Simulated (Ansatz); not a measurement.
# Phonons of AlP (F-43m) against volume

Aim: how do the optical modes of AlP (F-43m) move with volume?

Program: Ansatz 0.2.0. Level of theory: DFT PBE, scalar-relativistic, plane waves, PAW; PAW set soft_1. Results are calculated unless marked as measured.

The database entry behind the starting cell differs from later determinations by our own check (0.1 to 0.3 % short, probably kX units), so it need not match the best structure at ambient conditions.

## Step 1: The starting structure

Symmetry: F-43m, No. 216, cubic system. Conventional cell: a = 5.451 Å, b = 5.451 Å, c = 5.451 Å, α = 90.00°, β = 90.00°, γ = 90.00°. Nearest to Al lie 4 P at 2.36 Å. P has 4 Al at 2.36 Å nearest. Farther neighbours are not listed.

## Step 2: Bringing the structure to rest

The cell and atoms are relaxed, since residual forces and stress would shift the frequencies.

input.yaml

```yaml
crystal:
  lattice:
    - [0.0, 2.7255, 2.7255]
    - [2.7255, 0.0, 2.7255]
    - [2.7255, 2.7255, 0.0]
  atoms:
    - { symbol: Al, position: [0.0, 0.0, 0.0] }
    - { symbol: P, position: [0.75, 0.75, 0.75] }
kpoints:
  mp_grid: { grid: [8, 8, 8] }
hamiltonian:
  xc: pbe
  pseudopotentials: { kind: paw, azcp: { folder: soft_1 } }
scf:
  occupations: { method: gaussian, width: 0.02 }
output:
  forces: true
  stress: true
  eigenvalues: true
  write_density: true
  write_potential: true
  elf: true
  volumetric_format: npy
relax:
  adjacent_minimum: "off"
  f_tol: 0.005
  max_steps: 80
  cell: { stress_tol: 0.05 }
```

The run is started by

```console
> ansatz run input.yaml --threads 4 --pin off --max-ram 10240MiB --backend cpu --events-out ev --progress --plain --runs-dir out
```

Numbers of over 12 decimals in the logs are rounded to 6 here.

The program printed:

```text
Engine: ansatz 0.2.0, x86_64-unknown-linux-gnu
Pseudopotentials: kind: paw
Pseudopotential: Al, paw, valence charge 3, recommended cutoff 420 eV (normal), soft_1/Al.paw.azcp
Pseudopotential: P, paw, valence charge 5, recommended cutoff 420 eV (normal), soft_1/P.paw.azcp
Functional definition: PBE
  parameter kappa = 0.804
  parameter beta = 0.066725
  exchange = pbe_x(kappa = kappa, mu = beta*pi^2/3)
  correlation = pbe_c(beta = beta)
Crystal: 2 atoms, lattice volume = 40.492 Å³
Basis set: ecut = 420 eV, 749 PW (Γ), exchange–correlation on 54×54×54 points (8 copies of the dense FFT grid, shifted against one another)
Bands: 8, of which v1, the nominal top of the filled ones, is band 4 counted from 1 (3 counted from 0)
Symmetry: 24 space group operations
Space group: F-43m (ITA 216), of the structure as read, at distance tolerance 3.4e-5 Å
k-points: 29 of 512 (time reversal used)
Non-local potential: Al, projectors of the file, l = 0: 2, l = 1: 2, l = 2: 1
Non-local potential: P, projectors of the file, l = 0: 2, l = 1: 2, l = 2: 1
PAW form: soft (Blöchl's): semilocal exchange-correlation on the pseudo side does not see the compensation charge
PAW one-centre angular grid: Al, 110 points (default); XC on 64 Gauss nodes
PAW one-centre angular grid: P, 110 points (default); XC on 64 Gauss nodes
Initial density: superposition of atomic densities (chi_scale 0.1, normalization cell, long waves kept (reshape's long-wave potential 0.00 eV rms))
Initial wavefunctions: pseudopotential atomic-orbital guess
Functional: x = pbe(κ = 0.804, μ = 0.219515), c = pbe(β = 0.066725)
SCF iter   1: F=—  HF=-1294.714191 eV  |F-HF|=—  |Δ(HF+E_count)|=         —  Δρ=4.50e-2  dr2=1.06e0  ethr=3.10e-3  ⟨swp⟩=6.4  Hψ=2296  notcnv=0
preconditioner: auto → none  [insulator: Δε(μ)=2.145 eV  Ē_g=10.246 eV  σ=0.020 eV  W_gap=1.00  n_scr=8 (ndim 8)  ℏωp=16.5 eV  f_vac=0.000  D(μ)=0.00/eV (n_scr^D=0)  ε∞_Penn≈3.6]
SCF iter   2: F=—  HF=-1294.450531 eV  |F-HF|=—  |Δ(HF+E_count)|=   2.64e-1  Δρ=1.90e-2  dr2=1.02e-1  ethr=3.10e-3  ⟨swp⟩=3.3  Hψ=738  notcnv=0
SCF iter   3: F=—  HF=-1294.435612 eV  |F-HF|=—  |Δ(HF+E_count)|=   1.49e-2  Δρ=6.34e-3  dr2=1.30e-2  ethr=1.28e-3  ⟨swp⟩=2.0  Hψ=327  notcnv=0
SCF iter   4: F=—  HF=-1294.434385 eV  |F-HF|=—  |Δ(HF+E_count)|=   1.23e-3  Δρ=5.01e-4  dr2=8.80e-5  ethr=1.62e-4  ⟨swp⟩=3.0  Hψ=421  notcnv=0
SCF iter   5: F=—  HF=-1294.434445 eV  |F-HF|=—  |Δ(HF+E_count)|=   5.97e-5  Δρ=6.21e-5  dr2=1.21e-6  ethr=1.10e-6  ⟨swp⟩=2.2  Hψ=338  notcnv=0
SCF iter   6: F=-1294.434446 eV  HF=-1294.434446 eV  |F-HF|=1.29e-8  |Δ(HF+E_count)|=   1.03e-6  Δρ=1.49e-5  dr2=5.22e-8  ethr=1.25e-9  ⟨swp⟩=11.9  Hψ=2006  notcnv=0
SCF 1 converged in 6 iterations: F = -1294.434446 eV  dr2 = 5.22e-8
  greatest PAW one-centre occupation: 0.774 electrons in one spin orbital (limit 2), on the P atom at site 1 (counted from 0), in its partial waves of l = 0
relax step   1: F+E_penalty+E_count = -1294.43444575 eV  Δ(F+E_penalty+E_count) = +0.000e0 eV  max|allowed force component| = 1.758e-16 eV/Å  Δτ_max = 0.0000 Å  P = +2.722 GPa  Ω = 40.492 Å³  (6 SCF iters, dr2 threshold 1.00e-7 eV, accepted)
Crystal: 2 atoms, lattice volume = 41.419 Å³
Basis set: ecut = 420 eV, 869 PW (Γ), exchange–correlation on 54×54×54 points (8 copies of the dense FFT grid, shifted against one another)
Initial density: handed on by an earlier stage of this run
Initial wavefunctions: those handed on with the density
iter 1 solved again at ethr=1.30e-5 eV; its pass at ethr=3.10e-3 eV (dr2=1.04e-3 eV) is discarded
SCF iter   1: F=—  HF=-1294.444410 eV  |F-HF|=—  |Δ(HF+E_count)|=         —  Δρ=1.23e-3  dr2=1.03e-3  ethr=1.30e-5  ⟨swp⟩=2.4  Hψ=2358  notcnv=0
preconditioner: auto → none  [insulator: Δε(μ)=1.602 eV  Ē_g=9.886 eV  σ=0.020 eV  W_gap=1.00  n_scr=8 (ndim 8)  ℏωp=16.3 eV  f_vac=0.000  D(μ)=0.00/eV (n_scr^D=0)  ε∞_Penn≈3.7]
SCF iter   2: F=—  HF=-1294.444113 eV  |F-HF|=—  |Δ(HF+E_count)|=   2.97e-4  Δρ=4.51e-4  dr2=9.49e-5  ethr=1.29e-5  ⟨swp⟩=2.1  Hψ=348  notcnv=0
SCF iter   3: F=—  HF=-1294.444113 eV  |F-HF|=—  |Δ(HF+E_count)|=   9.97e-8  Δρ=1.21e-4  dr2=8.36e-6  ethr=1.19e-6  ⟨swp⟩=2.0  Hψ=321  notcnv=0
SCF iter   4: F=—  HF=-1294.444113 eV  |F-HF|=—  |Δ(HF+E_count)|=   2.06e-7  Δρ=2.68e-5  dr2=2.18e-7  ethr=1.04e-7  ⟨swp⟩=2.4  Hψ=353  notcnv=0
SCF iter   5: F=-1294.444114 eV  HF=-1294.444114 eV  |F-HF|=2.53e-9  |Δ(HF+E_count)|=   2.27e-7  Δρ=1.99e-6  dr2=1.31e-9  ethr=2.50e-9  ⟨swp⟩=10.9  Hψ=1824  notcnv=0
SCF 2 converged in 5 iterations: F = -1294.444114 eV  dr2 = 1.31e-9
  greatest PAW one-centre occupation: 0.773 electrons in one spin orbital (limit 2), on the P atom at site 1 (counted from 0), in its partial waves of l = 0
relax step   2: F+E_penalty+E_count = -1294.44411351 eV  Δ(F+E_penalty+E_count) = -9.668e-3 eV  max|allowed force component| = 5.898e-17 eV/Å  Δτ_max = 0.0000 Å  P = +0.688 GPa  Ω = 41.419 Å³  energy of the carried Pulay correction = -8.072e-5 eV  (5 SCF iters, dr2 threshold 2.00e-7 eV, accepted)
Crystal: 2 atoms, lattice volume = 41.742 Å³
iter 1 solved again at ethr=1.49e-6 eV; its pass at ethr=3.10e-3 eV (dr2=1.19e-4 eV) is discarded
SCF iter   1: F=—  HF=-1294.444823 eV  |F-HF|=—  |Δ(HF+E_count)|=         —  Δρ=4.13e-4  dr2=1.19e-4  ethr=1.49e-6  ⟨swp⟩=2.3  Hψ=2236  notcnv=0
preconditioner: auto → none  [insulator: Δε(μ)=1.626 eV  Ē_g=9.853 eV  σ=0.020 eV  W_gap=1.00  n_scr=8 (ndim 8)  ℏωp=16.3 eV  f_vac=0.000  D(μ)=0.00/eV (n_scr^D=0)  ε∞_Penn≈3.7]
SCF iter   2: F=—  HF=-1294.444810 eV  |F-HF|=—  |Δ(HF+E_count)|=   1.30e-5  Δρ=1.52e-4  dr2=1.10e-5  ethr=1.49e-6  ⟨swp⟩=2.1  Hψ=347  notcnv=0
SCF iter   3: F=—  HF=-1294.444808 eV  |F-HF|=—  |Δ(HF+E_count)|=   2.07e-6  Δρ=4.19e-5  dr2=1.01e-6  ethr=1.37e-7  ⟨swp⟩=2.0  Hψ=320  notcnv=0
SCF iter   4: F=-1294.444808 eV  HF=-1294.444808 eV  |F-HF|=2.35e-8  |Δ(HF+E_count)|=   4.76e-8  Δρ=9.28e-6  dr2=2.64e-8  ethr=2.50e-9  ⟨swp⟩=11.1  Hψ=1858  notcnv=0
SCF 3 converged in 4 iterations: F = -1294.444808 eV  dr2 = 2.64e-8
relax step   3: F+E_penalty+E_count = -1294.44480769 eV  Δ(F+E_penalty+E_count) = -6.942e-4 eV  max|allowed force component| = 5.435e-17 eV/Å  Δτ_max = 0.0000 Å  P = +0.032 GPa  Ω = 41.742 Å³  energy of the carried Pulay correction = -1.085e-4 eV  (4 SCF iters, dr2 threshold 2.00e-7 eV, accepted)
Initial wavefunctions: pseudopotential atomic-orbital guess (no wavefunctions were taken with the density)
iter 1 solved again at ethr=4.63e-7 eV; its pass at ethr=3.10e-3 eV (dr2=3.71e-5 eV) is discarded
SCF iter   1: F=—  HF=-1294.444914 eV  |F-HF|=—  |Δ(HF+E_count)|=         —  Δρ=1.55e-5  dr2=3.60e-8  ethr=4.63e-7  ⟨swp⟩=3.4  Hψ=3065  notcnv=0
eigensolver tolerance schedule: the retry pair's looser diagonalisation over-reported the residual by 1027.10 of it (diagonalisation noise at 0.18 of the residual, at the tolerance the schedule requests for it); recorded, not acted on — ethr = c·dr2/N_el stays at c = 1.0e-1
preconditioner: auto → none  [insulator: Δε(μ)=1.631 eV  Ē_g=9.855 eV  σ=0.020 eV  W_gap=1.00  n_scr=8 (ndim 8)  ℏωp=16.3 eV  f_vac=0.000  D(μ)=0.00/eV (n_scr^D=0)  ε∞_Penn≈3.7]
SCF iter   2: F=—  HF=-1294.444935 eV  |F-HF|=—  |Δ(HF+E_count)|=   2.08e-5  Δρ=8.21e-6  dr2=9.12e-9  ethr=4.51e-10  ⟨swp⟩=2.8  Hψ=399  notcnv=0
SCF iter   3: F=—  HF=-1294.444935 eV  |F-HF|=—  |Δ(HF+E_count)|=   7.14e-8  Δρ=1.31e-6  dr2=1.23e-9  ethr=1.14e-10  ⟨swp⟩=2.0  Hψ=341  notcnv=0
SCF iter   4: F=—  HF=-1294.444935 eV  |F-HF|=—  |Δ(HF+E_count)|=  1.73e-10  Δρ=3.28e-7  dr2=4.55e-11  ethr=1.54e-11  ⟨swp⟩=2.4  Hψ=332  notcnv=0
SCF iter   5: F=-1294.444935 eV  HF=-1294.444935 eV  |F-HF|=2.73e-12  |Δ(HF+E_count)|=  2.64e-11  Δρ=6.58e-8  dr2=1.16e-12  ethr=1.00e-12  ⟨swp⟩=7.0  Hψ=1278  notcnv=0
SCF 4 converged in 5 iterations: F = -1294.444935 eV  dr2 = 1.16e-12
relax step   4: F+E_penalty+E_count = -1294.44493499 eV  Δ(F+E_penalty+E_count) = -1.273e-4 eV  max|allowed force component| = 6.361e-17 eV/Å  Δτ_max = 0.0000 Å  P = +0.038 GPa  Ω = 41.742 Å³  stress off target by 3.76e-2 GPa  SCF on the basis re-selected at this cell (its energy is not comparable with the rows above)  (5 SCF iters)
basis re-selected at this cell: Δ(F+E_penalty+E_count) = -1.273e-4 eV, ΔP = +0.006 GPa vs the last step (what re-selecting the basis moved, of the pressure what is left beyond the Pulay correction that the steps carried, after the strain that the cell walked since its last selection, with what the two solves' SCF thresholds leave and, on support functions, any second-order correction that the steps lacked; it is no m [...]
SCF converged after 5 iterations
Free energy (F): -1294.444935 eV
Harris-Foulkes:  -1294.444935 eV  (|F-HF|=2.73e-12)
Internal energy: -1294.444935 eV  (E = F + TS)
E sigma→0 (E₀):  -1294.444935 eV
Fermi energy:    5.606193 eV
--- Per-component energies (eV) ---
  E_band       = 3.294641
  E_kinetic    = 91.419732
  E_local      = -80.273956  (includes V_loc(G=0)·N_el)
  E_nonlocal   = 42.420859
  E_hartree    = 25.553964
  E_xc         = -110.616964
  E_vxc        = -90.161556  (∫ρ·V_xc dr)
  E_paw        = -1027.671054  (= ΣΔE_a)
  E_vpaw       = -11.218371  (= ΣTr[D̂ρ^β])
  E_aug_tail   = -0.000002  (compensation charges beyond the density's cutoff)
  E_ewald      = -235.277514
  E_smearing   = -0.000000  (= −TS)
  E_closure    = -0.000000  (closes the sum)
  Σ components = -1294.444935   (vs F -1294.444935, Δ=0.00e0)
--- Forces (eV/Å), atoms counted from 1 ---
  atom   1  Al    -0.00000000     0.00000000     0.00000000
  atom   2  P      0.00000000    -0.00000000    -0.00000000
  max |Σ_I F_I| component: 1.16e-17 eV/Å
--- Stress (GPa, compression-positive) ---
        0.037603       0.000000      -0.000000
       -0.000000       0.037603       0.000000
        0.000000       0.000000       0.037603
  P = ⅓ Tr σ = 0.0376 GPa (0.376 kbar)
--- Band table (eV; the first three rows and the last of 29) ---
  k-point 0: bands = ["-6.5630", "4.7909", "4.7909", "4.7909", "7.8827", "9.3185", "9.3185", "9.3185"]
  k-point 1: bands = ["-6.3958", "3.5774", "4.6469", "4.6469", "8.3555", "9.5941", "9.5941", "9.7823"]
  k-point 2: bands = ["-5.9264", "1.6663", "4.3596", "4.3596", "8.0190", "9.9014", "9.9014", "11.5640"]
  k-point 28: bands = ["-4.2661", "-0.0580", "1.7185", "2.0667", "9.1071", "10.6056", "10.9127", "11.0834"]
--- Relaxed structure (3 steps of the walk, 3 accepted, 1 SCFs on fresh bases) ---
  F+E_penalty+E_count = -1294.44493499 eV   max|allowed force component| = 6.361e-17 eV/Å   (the final SCF, on the basis selected at the relaxed cell)
  cell:  # Å, volume = 41.7419 Å³
    - [0, 2.753260, 2.753260]
    - [2.753260, 0, 2.753260]
    - [2.753260, 2.753260, 0]
  atoms:
    - { symbol: Al, position: [0, 0, 0] }
    - { symbol: P, position: [0.75, 0.75, 0.75] }
```

The job ended after 1.5 s (4 threads of AMD EPYC 7B13 (Zen 3), shared host; peak memory 0.38 GiB; 4.6 s of CPU time).

Step by step:

```csv
step,energy less that of the first step (eV),largest force component (eV/Å),pressure (GPa),volume (Å³)
1,0.0000,0.0000,2.72,40.49
2,-0.0097,0.0000,0.69,41.42
3,-0.0104,0.0000,0.03,41.74
4*,-0.0105,0.0000,0.04,41.74
```

Relaxation steps marked * repeat the geometry before them on a plane-wave basis chosen anew for their cell, so energy and pressure can jump there.

Forces are held to the 24 operations that the run works with; a distortion that breaks them can't arise in this run.

```csv
"conventional cell, symmetrised",before,after,change
a (Å),5.451,5.507,+1.0 %
b (Å),5.451,5.507,+1.0 %
c (Å),5.451,5.507,+1.0 %
volume (Å³/atom),20.25,20.87,+3.1 %
```

The relaxed structure:

```cif
data_structure
_symmetry_space_group_name_H-M 'P 1'
_symmetry_Int_Tables_number 1
_cell_length_a 3.8937
_cell_length_b 3.8937
_cell_length_c 3.8937
_cell_angle_alpha 60.000
_cell_angle_beta 60.000
_cell_angle_gamma 60.000
_cell_volume 41.74
loop_
_atom_site_label
_atom_site_type_symbol
_atom_site_fract_x
_atom_site_fract_y
_atom_site_fract_z
_atom_site_occupancy
Al1 Al 0.00000 0.00000 0.00000 1
P2 P 0.75000 0.75000 0.75000 1
```

Numbers from this step:

```
pressure          : 0.03760 GPa
gap on the k-mesh : 1.631 eV
volume per atom   : 20.87 Å³
```

ELF in the ac plane of a cell with a along [110], b along [-110] and c along [001] of the cube at fractional y = 0.000, with atoms of Al and P within 0.2 Å of it. It is the smooth field of the valence electrons, not physical close to the nuclei.

Values, 8 rows by 16 columns, each cell a mean:
```
0.11 0.17 0.31 0.27 0.26 0.31 0.24 0.11 0.11 0.17 0.31 0.27 0.26 0.31 0.24 0.11
0.32 0.24 0.11 0.04 0.03 0.07 0.19 0.30 0.32 0.24 0.11 0.04 0.03 0.07 0.19 0.30
0.11 0.08 0.04 0.04 0.04 0.04 0.06 0.10 0.11 0.08 0.04 0.04 0.04 0.04 0.06 0.10
0.02 0.04 0.15 0.32 0.36 0.21 0.06 0.02 0.02 0.04 0.15 0.32 0.36 0.21 0.06 0.02
0.04 0.23 0.55 0.73 0.75 0.64 0.34 0.08 0.04 0.23 0.55 0.73 0.75 0.64 0.34 0.08
0.22 0.59 0.72 0.31 0.20 0.62 0.69 0.33 0.22 0.59 0.72 0.31 0.20 0.62 0.69 0.33
0.41 0.85 0.90 0.55 0.41 0.84 0.90 0.58 0.41 0.85 0.90 0.55 0.41 0.84 0.90 0.58
0.20 0.57 0.84 0.78 0.75 0.83 0.74 0.22 0.20 0.57 0.84 0.78 0.75 0.83 0.74 0.22
```
Columns run along a (7.8 Å), rows up along c (5.5 Å), edges of the conventional cell, whose origin can differ from the input's. Atoms in or near the plane, at fractional coordinates: Al at (0.50, 0.00), Al at (0.00, 0.00), P at (0.75, 0.25), P at (0.25, 0.25).

Valence density in the ac plane of a cell with a along [110], b along [-110] and c along [001] of the cube at fractional y = 0.000, with atoms of Al and P within 0.2 Å of it. It is the smooth field of the valence electrons, not physical close to the nuclei.

Ten even steps from '0' (0.02 e/Å³) to '9' (0.74 e/Å³), each cell a mean:
```
0111111111001111111110
1110000011111100000111
2110000001121100000011
1100000000111000000001
0000000000000000000000
0000000000000000000000
0000000000000000000000
0001222100000012221000
0012566410000125664100
0025788631000257886310
0137624852101376248521
1259725973212597259732
2358989974223589899742
1246677653112466776531
0123333332001233333320
```
Columns run along a (7.8 Å), rows up along c (5.5 Å), edges of the conventional cell, whose origin can differ from the input's. Atoms in or near the plane, at fractional coordinates: Al at (0.50, 0.00), Al at (0.00, 0.00), P at (0.75, 0.25), P at (0.25, 0.25).

Electrostatic potential energy in the ac plane of a cell with a along [110], b along [-110] and c along [001] of the cube at fractional y = 0.000, with atoms of Al and P within 0.2 Å of it. With pseudopotentials it is smooth inside the atoms' cores, unlike the true potential.

Ten even steps from '0' (-42 eV) to '9' (10 eV), each cell a mean:
```
9768999976897689999768
6679999986666799999866
7889999998778899999987
9999999999999999999999
9999999999999999999999
9999999999999999999999
9999999999999999999999
9999999999999999999999
9999877899999998778999
9997312589999973125899
9985000279999850002799
8885000278888850002788
6787312587667873125876
7678767876776787678767
9868999876998689998769
```
Columns run along a (7.8 Å; values clipped at the 3rd and 97th percentile), rows up along c (5.5 Å), edges of the conventional cell, whose origin can differ from the input's. Atoms in or near the plane, at fractional coordinates: Al at (0.50, 0.00), Al at (0.00, 0.00), P at (0.75, 0.25), P at (0.25, 0.25).

In this step the volume went from 20.25 to 20.87 Å³/atom.

## Step 3: Tight relaxation

A first tight relaxation and response on 8×8×8 k points, not shown, drew a warning on the mesh, so the tight relaxation is repeated on 12×12×12 points.

input.yaml

```yaml
crystal:
  lattice:
    - [0.0, 2.7535785436, 2.7535785436]
    - [2.7535785436, 0.0, 2.7535785436]
    - [2.7535785436, 2.7535785436, 0.0]
  atoms:
    - { symbol: Al, position: [0.0, 0.0, 0.0] }
    - { symbol: P, position: [0.75, 0.75, 0.75] }
kpoints:
  mp_grid: { grid: [12, 12, 12] }
hamiltonian:
  xc: pbe
  pseudopotentials: { kind: paw, azcp: { folder: soft_1 } }
scf:
  occupations: { method: fixed }
output:
  forces: true
  stress: true
  eigenvalues: true
relax:
  adjacent_minimum: "off"
  f_tol: 0.001
  max_steps: 60
  cell: { stress_tol: 0.01 }
```

The program printed:

```text
[...]
Crystal: 2 atoms, lattice volume = 41.756 Å³
Basis set: ecut = 420 eV, 869 PW (Γ), exchange–correlation on 54×54×54 points (8 copies of the dense FFT grid, shifted against one another)
Bands: 8, of which v1, the nominal top of the filled ones, is band 4 counted from 1 (3 counted from 0)
Symmetry: 24 space group operations
[...]
k-points: 72 of 1728 (time reversal used)
[...]
P = ⅓ Tr σ = 0.0055 GPa (0.055 kbar)
--- Band table (eV; the first three rows and the last of 72) ---
[...]
--- Relaxed structure (1 steps of the walk, 1 accepted, 1 SCFs on fresh bases) ---
[...]
cell:  # Å, volume = 41.7563 Å³
    - [0.0, 2.7535785436, 2.7535785436]
    - [2.7535785436, 0.0, 2.7535785436]
    - [2.7535785436, 2.7535785436, 0.0]
  atoms:
    - { symbol: Al, position: [0.0, 0.0, 0.0] }
    - { symbol: P, position: [0.750000, 0.750000, 0.750000] }
[key lines of the parts left out:]
SCF converged after 5 iterations
Free energy (F): -1294.445861 eV
Fermi energy:    4.786908 eV
```

It took 1.4 s on 4 threads; peak memory 0.4 GiB.

Little changed from the start: no atom moved by 0.005 Å and no cell edge by 0.1 %.

Numbers from this step:

```
pressure          : 0.005521 GPa
gap on the k-mesh : 1.632 eV
volume per atom   : 20.88 Å³
```

The forces vanish by symmetry and the pressure is 0.006 GPa, within the tolerances set. The cell now holds 20.88 Å³/atom.

(Part 1 of 3 ends here.)

[Logs are printed without paths, hosts, clocks, repeated set-up lines and the standing remarks that a program may print on its own settings, such as how far it seeks lower states.]

[Hosts, paths, dates, database ids (printed as entryN), source tags and the programs' standing remarks are cut or masked in the printed files.]
